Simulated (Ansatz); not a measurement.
# Molecular dynamics of Si

The input (input.yaml):

```yaml
crystal:
  lattice:
    - [0.0, 5.612507, 5.612507]
    - [5.612507, 0.0, 5.612507]
    - [5.612507, 5.612507, 0.0]
  atoms:
    - { symbol: Si, position: [0.0, 0.0, 0.0] }
    - { symbol: Si, position: [0.125, 0.125, 0.125] }
    - { symbol: Si, position: [0.0, 0.0, 0.5] }
    - { symbol: Si, position: [0.125, 0.125, 0.625] }
    - { symbol: Si, position: [0.0, 0.5, 0.0] }
    - { symbol: Si, position: [0.125, 0.625, 0.125] }
    - { symbol: Si, position: [0.0, 0.5, 0.5] }
    - { symbol: Si, position: [0.125, 0.625, 0.625] }
    - { symbol: Si, position: [0.5, 0.0, 0.0] }
    - { symbol: Si, position: [0.625, 0.125, 0.125] }
    - { symbol: Si, position: [0.5, 0.0, 0.5] }
    - { symbol: Si, position: [0.625, 0.125, 0.625] }
    - { symbol: Si, position: [0.5, 0.5, 0.0] }
    - { symbol: Si, position: [0.625, 0.625, 0.125] }
    - { symbol: Si, position: [0.5, 0.5, 0.5] }
    - { symbol: Si, position: [0.625, 0.625, 0.625] }
basis:
  ecutwfc: 420.0
kpoints:
  mp_grid: { grid: [2, 2, 2] }
hamiltonian:
  xc: pbe
scf:
  occupations: { method: fermi_dirac, width: 0.36 }
  lower_state_search: "off"
md:
  timestep: 1.5
  n_steps: 70
  ensemble: nvt_langevin
  temperature: 4200.0
  initial_velocities: maxwell_boltzmann
  seed: 58518
  friction: 0.02
```

Command:

```bash
$ ansatz run input.yaml --threads 1 --pin off --max-ram 3072MiB --backend cpu --events-out ev --progress --plain --runs-dir out
```

It starts from a structure without forces on its atoms.

Output, in part (step lines):

```
md step     0: t =     0.00 fs  T =  3937.5 K  F+E_penalty+E_count = -10171.52456193 eV  E_kin = 8.143380 eV  (7 SCF iters)
md step     1: t =     1.50 fs  T =  3953.7 K  F+E_penalty+E_count = -10171.45935490 eV  E_kin = 8.176791 eV  (7 SCF iters)
md step     2: t =     3.00 fs  T =  4367.8 K  F+E_penalty+E_count = -10171.24982947 eV  E_kin = 9.033259 eV  (7 SCF iters)
md step     3: t =     4.50 fs  T =  4510.5 K  F+E_penalty+E_count = -10170.87989891 eV  E_kin = 9.328409 eV  (7 SCF iters)
md step     4: t =     6.00 fs  T =  4745.4 K  F+E_penalty+E_count = -10170.34011026 eV  E_kin = 9.814252 eV  (7 SCF iters)
md step     5: t =     7.50 fs  T =  4399.6 K  F+E_penalty+E_count = -10169.65681811 eV  E_kin = 9.098997 eV  (6 SCF iters)
md step     6: t =     9.00 fs  T =  3962.7 K  F+E_penalty+E_count = -10168.88895077 eV  E_kin = 8.195397 eV  (6 SCF iters)
md step     7: t =    10.50 fs  T =  4267.1 K  F+E_penalty+E_count = -10168.05920221 eV  E_kin = 8.824963 eV  (5 SCF iters)
md step     8: t =    12.00 fs  T =  3665.2 K  F+E_penalty+E_count = -10167.19587057 eV  E_kin = 7.580293 eV  (6 SCF iters)
md step     9: t =    13.50 fs  T =  3851.3 K  F+E_penalty+E_count = -10166.34293539 eV  E_kin = 7.965070 eV  (5 SCF iters)
md step    10: t =    15.00 fs  T =  3545.2 K  F+E_penalty+E_count = -10165.55215502 eV  E_kin = 7.331998 eV  (7 SCF iters)
md step    11: t =    16.50 fs  T =  3125.0 K  F+E_penalty+E_count = -10164.93034177 eV  E_kin = 6.462931 eV  (6 SCF iters)
md step    12: t =    18.00 fs  T =  3079.4 K  F+E_penalty+E_count = -10164.52076388 eV  E_kin = 6.368785 eV  (6 SCF iters)
md step    13: t =    19.50 fs  T =  2822.5 K  F+E_penalty+E_count = -10164.31349729 eV  E_kin = 5.837349 eV  (6 SCF iters)
md step    14: t =    21.00 fs  T =  3017.1 K  F+E_penalty+E_count = -10164.26679546 eV  E_kin = 6.239926 eV  (6 SCF iters)
md step    15: t =    22.50 fs  T =  3531.5 K  F+E_penalty+E_count = -10164.33904074 eV  E_kin = 7.303792 eV  (6 SCF iters)
md step    16: t =    24.00 fs  T =  4165.3 K  F+E_penalty+E_count = -10164.44887856 eV  E_kin = 8.614492 eV  (6 SCF iters)
md step    17: t =    25.50 fs  T =  4526.8 K  F+E_penalty+E_count = -10164.50453384 eV  E_kin = 9.362129 eV  (6 SCF iters)
md step    18: t =    27.00 fs  T =  4816.1 K  F+E_penalty+E_count = -10164.43027321 eV  E_kin = 9.960537 eV  (6 SCF iters)
md step    19: t =    28.50 fs  T =  4503.8 K  F+E_penalty+E_count = -10164.23875062 eV  E_kin = 9.314481 eV  (6 SCF iters)
md step    20: t =    30.00 fs  T =  4268.6 K  F+E_penalty+E_count = -10163.99004097 eV  E_kin = 8.828221 eV  (7 SCF iters)
md step    21: t =    31.50 fs  T =  4363.1 K  F+E_penalty+E_count = -10163.70385342 eV  E_kin = 9.023551 eV  (6 SCF iters)
md step    22: t =    33.00 fs  T =  3985.2 K  F+E_penalty+E_count = -10163.44661540 eV  E_kin = 8.242095 eV  (6 SCF iters)
md step    23: t =    34.50 fs  T =  4284.7 K  F+E_penalty+E_count = -10163.23431044 eV  E_kin = 8.861545 eV  (6 SCF iters)
md step    24: t =    36.00 fs  T =  4388.4 K  F+E_penalty+E_count = -10163.00544866 eV  E_kin = 9.075968 eV  (5 SCF iters)
md step    25: t =    37.50 fs  T =  3794.6 K  F+E_penalty+E_count = -10162.74688640 eV  E_kin = 7.847915 eV  (6 SCF iters)
md step    26: t =    39.00 fs  T =  3637.8 K  F+E_penalty+E_count = -10162.45072082 eV  E_kin = 7.523460 eV  (6 SCF iters)
md step    27: t =    40.50 fs  T =  3678.2 K  F+E_penalty+E_count = -10162.13965709 eV  E_kin = 7.607151 eV  (6 SCF iters)
md step    28: t =    42.00 fs  T =  3259.5 K  F+E_penalty+E_count = -10161.86381917 eV  E_kin = 6.741150 eV  (6 SCF iters)
md step    29: t =    43.50 fs  T =  2959.5 K  F+E_penalty+E_count = -10161.68711683 eV  E_kin = 6.120755 eV  (6 SCF iters)
md step    30: t =    45.00 fs  T =  3455.4 K  F+E_penalty+E_count = -10161.63268042 eV  E_kin = 7.146316 eV  (7 SCF iters)
md step    31: t =    46.50 fs  T =  3620.5 K  F+E_penalty+E_count = -10161.72411528 eV  E_kin = 7.487699 eV  (6 SCF iters)
md step    32: t =    48.00 fs  T =  3825.4 K  F+E_penalty+E_count = -10161.94043962 eV  E_kin = 7.911485 eV  (6 SCF iters)
md step    33: t =    49.50 fs  T =  3697.2 K  F+E_penalty+E_count = -10162.21722331 eV  E_kin = 7.646320 eV  (6 SCF iters)
md step    34: t =    51.00 fs  T =  4418.5 K  F+E_penalty+E_count = -10162.52303475 eV  E_kin = 9.138243 eV  (6 SCF iters)
md step    35: t =    52.50 fs  T =  4641.2 K  F+E_penalty+E_count = -10162.79562455 eV  E_kin = 9.598765 eV  (6 SCF iters)
md step    36: t =    54.00 fs  T =  4465.6 K  F+E_penalty+E_count = -10162.96092952 eV  E_kin = 9.235632 eV  (6 SCF iters)
md step    37: t =    55.50 fs  T =  4339.9 K  F+E_penalty+E_count = -10163.03696512 eV  E_kin = 8.975639 eV  (6 SCF iters)
md step    38: t =    57.00 fs  T =  4435.0 K  F+E_penalty+E_count = -10163.03044369 eV  E_kin = 9.172225 eV  (6 SCF iters)
md step    39: t =    58.50 fs  T =  4494.7 K  F+E_penalty+E_count = -10162.87483650 eV  E_kin = 9.295751 eV  (6 SCF iters)
md step    40: t =    60.00 fs  T =  4441.4 K  F+E_penalty+E_count = -10162.63871845 eV  E_kin = 9.185522 eV  (7 SCF iters)
md step    41: t =    61.50 fs  T =  4037.8 K  F+E_penalty+E_count = -10162.43190024 eV  E_kin = 8.350738 eV  (6 SCF iters)
md step    42: t =    63.00 fs  T =  3816.7 K  F+E_penalty+E_count = -10162.30411091 eV  E_kin = 7.893527 eV  (5 SCF iters)
md step    43: t =    64.50 fs  T =  3750.9 K  F+E_penalty+E_count = -10162.21283165 eV  E_kin = 7.757467 eV  (6 SCF iters)
md step    44: t =    66.00 fs  T =  3346.4 K  F+E_penalty+E_count = -10162.21088965 eV  E_kin = 6.920972 eV  (5 SCF iters)
md step    45: t =    67.50 fs  T =  3536.2 K  F+E_penalty+E_count = -10162.28983344 eV  E_kin = 7.313481 eV  (6 SCF iters)
md step    46: t =    69.00 fs  T =  3698.1 K  F+E_penalty+E_count = -10162.41766270 eV  E_kin = 7.648270 eV  (6 SCF iters)
md step    47: t =    70.50 fs  T =  3640.5 K  F+E_penalty+E_count = -10162.54102417 eV  E_kin = 7.529119 eV  (6 SCF iters)
md step    48: t =    72.00 fs  T =  3808.8 K  F+E_penalty+E_count = -10162.61770273 eV  E_kin = 7.877129 eV  (6 SCF iters)
md step    49: t =    73.50 fs  T =  4170.0 K  F+E_penalty+E_count = -10162.68082661 eV  E_kin = 8.624167 eV  (6 SCF iters)
md step    50: t =    75.00 fs  T =  4516.6 K  F+E_penalty+E_count = -10162.72201906 eV  E_kin = 9.341066 eV  (7 SCF iters)
md step    51: t =    76.50 fs  T =  4603.6 K  F+E_penalty+E_count = -10162.72995281 eV  E_kin = 9.520961 eV  (6 SCF iters)
md step    52: t =    78.00 fs  T =  4566.1 K  F+E_penalty+E_count = -10162.67194452 eV  E_kin = 9.443365 eV  (6 SCF iters)
md step    53: t =    79.50 fs  T =  4318.0 K  F+E_penalty+E_count = -10162.49380130 eV  E_kin = 8.930218 eV  (6 SCF iters)
md step    54: t =    81.00 fs  T =  4166.0 K  F+E_penalty+E_count = -10162.19686667 eV  E_kin = 8.615915 eV  (6 SCF iters)
md step    55: t =    82.50 fs  T =  4380.7 K  F+E_penalty+E_count = -10161.87577362 eV  E_kin = 9.060057 eV  (6 SCF iters)
md step    56: t =    84.00 fs  T =  4531.2 K  F+E_penalty+E_count = -10161.61236805 eV  E_kin = 9.371314 eV  (6 SCF iters)
md step    57: t =    85.50 fs  T =  3898.4 K  F+E_penalty+E_count = -10161.36973926 eV  E_kin = 8.062430 eV  (6 SCF iters)
md step    58: t =    87.00 fs  T =  3785.0 K  F+E_penalty+E_count = -10161.16295826 eV  E_kin = 7.827988 eV  (6 SCF iters)
md step    59: t =    88.50 fs  T =  4332.3 K  F+E_penalty+E_count = -10161.04984937 eV  E_kin = 8.959872 eV  (6 SCF iters)
md step    60: t =    90.00 fs  T =  4406.1 K  F+E_penalty+E_count = -10161.07339996 eV  E_kin = 9.112500 eV  (7 SCF iters)
md step    61: t =    91.50 fs  T =  4548.8 K  F+E_penalty+E_count = -10161.23093100 eV  E_kin = 9.407735 eV  (6 SCF iters)
md step    62: t =    93.00 fs  T =  4698.7 K  F+E_penalty+E_count = -10161.45864370 eV  E_kin = 9.717683 eV  (6 SCF iters)
md step    63: t =    94.50 fs  T =  5014.9 K  F+E_penalty+E_count = -10161.71159866 eV  E_kin = 10.371641 eV  (6 SCF iters)
md step    64: t =    96.00 fs  T =  5580.0 K  F+E_penalty+E_count = -10161.95197917 eV  E_kin = 11.540361 eV  (6 SCF iters)
md step    65: t =    97.50 fs  T =  5755.2 K  F+E_penalty+E_count = -10162.15327913 eV  E_kin = 11.902622 eV  (6 SCF iters)
md step    66: t =    99.00 fs  T =  6042.6 K  F+E_penalty+E_count = -10162.31480676 eV  E_kin = 12.497086 eV  (6 SCF iters)
md step    67: t =   100.50 fs  T =  6070.3 K  F+E_penalty+E_count = -10162.41056504 eV  E_kin = 12.554374 eV  (6 SCF iters)
md step    68: t =   102.00 fs  T =  6322.3 K  F+E_penalty+E_count = -10162.42430807 eV  E_kin = 13.075566 eV  (6 SCF iters)
md step    69: t =   103.50 fs  T =  6712.2 K  F+E_penalty+E_count = -10162.34603939 eV  E_kin = 13.881832 eV  (6 SCF iters)
md step    70: t =   105.00 fs  T =  7016.4 K  F+E_penalty+E_count = -10162.14569322 eV  E_kin = 14.511030 eV  (7 SCF iters)
```

The run went to its last step. A run of 0.1 ps of so small a system gives no equilibrium averages. Limits of this set-up: coarse k mesh.

Mean squared displacements from the first frame to the last, about the centre of mass: Si 0.69 Å².

Last frame:

```xyz
16
Lattice="0.0000 5.6125 5.6125 5.6125 0.0000 5.6125 5.6125 5.6125 0.0000" Properties=species:S:1:pos:R:3
Si -0.448 -0.797 0.005
Si 1.230 1.460 1.157
Si 2.370 3.370 0.129
Si 3.890 4.511 1.864
Si 2.029 -0.523 2.046
Si 3.984 0.642 4.297
Si 5.282 2.641 2.391
Si 5.831 4.391 3.901
Si -0.641 2.805 2.953
Si 1.394 3.445 4.529
Si 2.646 5.286 3.725
Si 3.860 7.686 4.674
Si 2.629 2.949 6.970
Si 4.396 4.736 7.721
Si 5.603 6.406 6.304
Si 7.698 6.568 7.264
```

Time of the run: 7.8 min on 1 thread of Intel(R) Xeon(R) Platinum 8259CL CPU @ 2.50GHz (Skylake/Cascade Lake), with other jobs on the host, peak memory 0.73 GiB.
